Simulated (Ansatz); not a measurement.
Rutile RuO2, treated with PBEsol in Ansatz (plane waves, PAW).

A relaxed, unreconstructed slab of the (100) face has 18 atoms, two equal faces of 13.807 Å² each and an energy of -41615.6378 eV. A bulk cell of 6 atoms with the same orientation and in-plane k mesh has -13872.8291 eV. Energies are extrapolated to zero smearing.

Settings: plane-wave cutoff 500 eV, 10×14×1 k mesh (along the axes of the cell as run), Fermi–Dirac smearing 0.05 eV, scalar-relativistic PAW data made under PBE.

Worked out: γ = (E_slab − N E_bulk per atom)/2A = [-41615.6378 − 18 × (-13872.8291/6)]/(2 × 13.807) = 0.1032 eV/Å². With 16.022 J/m² per eV/Å² this is 1.65 J/m², or 1.42 eV per surface cell and face.

Ansatz is an electronic-structure program.
